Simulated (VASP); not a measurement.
Input of a VASP 6.6.1 run:

INCAR

```
SYSTEM = PbO
ALGO     = Fast           ! electronic algorithm
EDIFF    = 1E-7           ! SCF threshold, eV
ENCUT    = 520            ! plane-wave cutoff, eV
GGA      = PS             ! functional
ISIF     = 2              ! what is computed and relaxed
ISMEAR   = 0              ! smearing method
LASPH    = .True.         ! aspherical terms in the spheres
LCHARG   = .False.        ! write CHGCAR
LREAL    = .False.        ! projectors in reciprocal space
LWAVE    = .False.        ! write WAVECAR
NBANDS   = 28             ! bands
NELM     = 100            ! most SCF steps
PREC     = Accurate       ! precision mode
SIGMA    = 0.05           ! smearing width, eV
```

The input KPOINTS:

```
k-points
0
Gamma
  8 8 6
  0 0 0
```

The input POSCAR:

```
PbO
1.0
    3.9744000000      0.0000000000      0.0000000000
    0.0000000000      3.9744000000      0.0000000000
    0.0000000000      0.0000000000      5.0220000000
Pb O
2 2
Direct
    0.0000000000      0.5000000000      0.2351000000
    0.5000000000      0.0000000000      0.7649000000
   -0.0266873030     -0.0266873030      0.0000000000
    0.5000000000      0.5000000000      0.0000000000
```

Potentials or basis: VASP PAW PBE potentials, release 64 (Pb_d, O).

The run is started by

```console
$ cat potpaw_PBE.64/Pb_d/POTCAR potpaw_PBE.64/O/POTCAR > POTCAR
$ mpirun -np 1 vasp_std > vasp.out
```

**Question.** Estimate the largest force.

**Answer.** 1.064 eV/Å.

**Question.** Predict the band gap on the k mesh.

**Answer.** 1.18 eV, indirect (least direct gap 2.23 eV).

**Question.** Predict the pressure.

**Answer.** 1.6 GPa.

Stress tensor (GPa, compression positive):
```
 1.69  0.18  0.95
 0.18  1.69 -0.95
 0.95 -0.95  1.26
```

Caveat: the PAW data sets were made with another functional, which shifts forces and pressure a little; spin-orbit coupling is left out, which as a rule narrows the gap of such compounds by several tenths of an eV. A k mesh can miss the band edges.
